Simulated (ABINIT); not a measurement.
Runs of ABINIT 10.8.3 (patched build) on GaN. It takes space group P6_3mc (No. 186, hexagonal). The conventional cell has a = 3.180 Å, b = 3.180 Å, c = 5.166 Å, α = 90.00°, β = 90.00°, γ = 120.00°. Ga (site symmetry 3m) is surrounded by 4 N at 1.94 to 1.95 Å. N (site symmetry 3m) is surrounded by 4 Ga at 1.94 to 1.95 Å. 

```tsv
task	level	potentials or basis	k mesh	cutoff (eV)	fine-grid cutoff	mesh quality	gap on the mesh (eV)	largest force (eV/Å)
band structure	HCTH407	JTH PAW PBE v2.0	10 × 10 × 5	680	1278.94 eV	not flagged	2.28	0.15
single point	r2SCAN	JTH PAW PBE v2.0	4 × 4 × 2	816	1414.99 eV	coarse	(a)	0.15
band structure	PBE	JTH PAW PBE v2.0	10 × 10 × 5	680	1278.94 eV	not flagged	1.96	0.14
band structure	LDA-PZ	JTH PAW LDA v2.0	10 × 10 × 5	680	1278.94 eV	not flagged	1.97	0.13
single point	LDA	JTH PAW LDA v2.0	13 × 13 × 6	680	1278.94 eV	not flagged	1.97	0.13
```

Alike in all rows: no spin polarisation; cell as given; smearing fermi-dirac 0.05 eV.

Task: Fill in the values left out.

Result: (a) 2.37.

Caveats: some runs use coarse meshes; the PAW data sets were made with another functional, which shifts forces and pressure a little (some runs); an odd mesh through Γ misses points on the zone boundary, where band edges often lie (some runs).

A k mesh can miss the band edges, and the runs leave out spin-orbit coupling on Ga.
